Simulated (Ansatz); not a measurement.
Input and command of a calculation in Ansatz (plane waves; scalar-relativistic PAW potentials unless the input names others):

```yaml
crystal:
  lattice:
    - [1.2324394249, 0.7115492337, 6.934659454]
    - [-1.2324394249, 0.7115492337, 6.934659454]
    - [0.0, -1.4230984675, 6.934659454]
  atoms:
    - { symbol: C, position: [0.0556718895, 0.1074726635, 0.0782974726] }
    - { symbol: C, position: [0.9312790751, 0.8839660746, 0.9403731174] }
    - { symbol: C, position: [0.250472233, 0.2537635327, 0.2546729832] }
    - { symbol: C, position: [0.7625768024, 0.7547977292, 0.7266564267] }
basis:
  ecutwfc: 420
kpoints:
  mp_grid: { grid: [18, 18, 18] }
hamiltonian:
  xc: pbe
  dispersion: d3bj
scf:
  occupations: { method: methfessel_paxton, width: 0.005 }
output:
  forces: true
  eigenvalues: true
  stress: true
```

```bash
ansatz run input.yaml --threads 2 --pin off --max-ram 5120MiB --backend cpu --events-out ev --progress --plain --runs-dir out
```

Abridged log:
```
Basis set: ecut = 420 eV, 695 PW (Γ), FFT grids on a1−a3, a2−a3, a3, exchange–correlation on 36×36×96 points (8 copies of the dense FFT grid, shifted against one another)
Bands: 12, of which v1, the nominal top of the filled ones, is band 8 counted from 1 (7 counted from 0)
Symmetry: 1 space group operations
k-points: 2920 of 5832 (time reversal used)
SCF iter   1: F=—  HF=-1003.976145 eV  |F-HF|=—  |Δ(HF+E_count)|=         —  Δρ=2.80e-3  dr2=3.19e-3  ethr=1.77e-3  ⟨swp⟩=6.1  Hψ=208131  notcnv=0
SCF iter   2: F=—  HF=-1003.976234 eV  |F-HF|=—  |Δ(HF+E_count)|=   8.88e-5  S|Δr|=    0.00e0  Δρ=1.15e-3  dr2=3.62e-4  ethr=1.99e-5  ⟨swp⟩=2.9  Hψ=91600  notcnv=0
SCF iter   3: F=—  HF=-1003.976516 eV  |F-HF|=—  |Δ(HF+E_count)|=   2.82e-4  S|Δr|=    0.00e0  Δρ=5.09e-4  dr2=1.56e-4  ethr=2.26e-6  ⟨swp⟩=2.6  Hψ=67899  notcnv=0
SCF iter   4: F=—  HF=-1003.976520 eV  |F-HF|=—  |Δ(HF+E_count)|=   4.50e-6  S|Δr|=    0.00e0  Δρ=2.35e-4  dr2=4.86e-6  ethr=9.76e-7  ⟨swp⟩=2.2  Hψ=59622  notcnv=0
SCF iter   5: F=—  HF=-1003.976503 eV  |F-HF|=—  |Δ(HF+E_count)|=   1.74e-5  S|Δr|=    0.00e0  Δρ=5.87e-5  dr2=1.01e-6  ethr=3.04e-8  ⟨swp⟩=2.0  Hψ=66667  notcnv=0
SCF iter   6: F=-1003.976503 eV  HF=-1003.976503 eV  |F-HF|=2.83e-8  |Δ(HF+E_count)|=   5.70e-8  S|Δr|=    0.00e0  Δρ=8.34e-6  dr2=1.28e-8  ethr=6.25e-10  ⟨swp⟩=3.4  Hψ=148166  notcnv=0
SCF 1 converged in 6 iterations: F = -1003.976503 eV  dr2 = 1.28e-8
SCF converged after 6 iterations
Stability not checked: this state was not tested for a lower state beside it, because cold or Methfessel-Paxton smearing, or corrected tetrahedra, fill the levels in a way that the test cannot read (fill_not_monotonic; see scf.lower_state_search)
Free energy (F): -1003.976503 eV
Harris-Foulkes:  -1003.976503 eV  (|F-HF|=2.83e-8)
Internal energy: -1003.976503 eV  (E = F + TS)
E sigma→0 (E₀):  -1003.976503 eV
Fermi energy:    6.619114 eV
Step filling:    the computed levels leave a gap of 0.3292 eV = 65.8 smearing widths at the electron count; against every level under it full and every level over it empty, smearing changes F+E_penalty+E_count by +0.00e0 meV and its σ→0 estimate by +0.00e0 meV
  E_disp       = -0.601988  (pairwise vdW)
--- Forces (eV/Å), atoms counted from 1 ---
  atom   1  C      3.56057955     1.94530225     0.28326983
  atom   2  C     -3.69148274     2.43447901     0.36880775
  atom   3  C      3.69196427    -2.43346315    -0.37421243
  atom   4  C     -3.56106510    -1.94632387    -0.27782476
--- Stress (GPa, compression-positive) ---
        4.574039      -6.906316       0.127278
       -6.906311       3.694848      -0.459583
        0.127276      -0.459582      -0.029007
  P = ⅓ Tr σ = 2.7466 GPa (27.466 kbar)
```

Apart from outputs and empty bands, the input differs from a reference run on usual settings in scf.occupations.width: 0.03 → 0.005; scf.occupations.method: "gaussian" → "methfessel_paxton". The reference, at the same geometry (not necessarily relaxed), gave pressure 2.75 GPa, largest force 4.438 eV/Å, gap on the mesh 0.33 eV. This run converged in 6 SCF iterations (reference: 6) with an energy at zero smearing within 0.01 meV/atom of the reference's, pressure 2.75 GPa, largest force 4.438 eV/Å, gap on the mesh 0.33 eV.

The run took 60 s on 2 threads of Intel(R) Xeon(R) Processor @ 2.70GHz, with other jobs on the host, peak memory 1.7 GiB.